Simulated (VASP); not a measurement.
The system is Mg3Sb2.

```xyz
5
Lattice="4.5546 0.0000 0.0000 -2.2773 3.9444 0.0000 0.0000 0.0000 7.1860" Properties=species:S:1:pos:R:3 pbc="T T T"
Mg    0.0000    2.6296    4.5452
Mg    2.2773    1.3148    2.6408
Mg    0.0000    0.0000    0.0000
Sb    0.0000    2.6296    1.6078
Sb    2.2773    1.3148    5.5782
```

Base run:

- Program: VASP 6.6.1
- Functional: TB-mBJ
- Potentials or basis: VASP PAW PBE potentials, release 64 (Mg, Sb)
- Cutoff: 520 eV
- k mesh: 9 × 9 × 5
- Occupations: gaussian, width 0.03 eV
- Spin: no spin polarisation

Its results: band gap on the k mesh 0.65 eV, indirect (least direct gap 1.67 eV).

After a change of settings the same cell gave: band gap on the k mesh 0.52 eV, indirect (least direct gap 1.70 eV). Which change was it?
A. functional from TB-mBJ to r2SCAN
B. functional from TB-mBJ to PBE; further incar settings from ALGO = Normal; EDIFF = 1e-06; NBANDS = 16 to ALGO = Normal; EDIFF = 1e-06; NBANDS = 56
C. functional from TB-mBJ to LDA; potentials or basis from VASP PAW PBE potentials, release 64 (Mg, Sb) to VASP PAW LDA potentials, release 64 (Mg, Sb)
D. functional from TB-mBJ to PBE

A.

Caveats: spin-orbit coupling is left out, which moves the levels of the heavy elements.
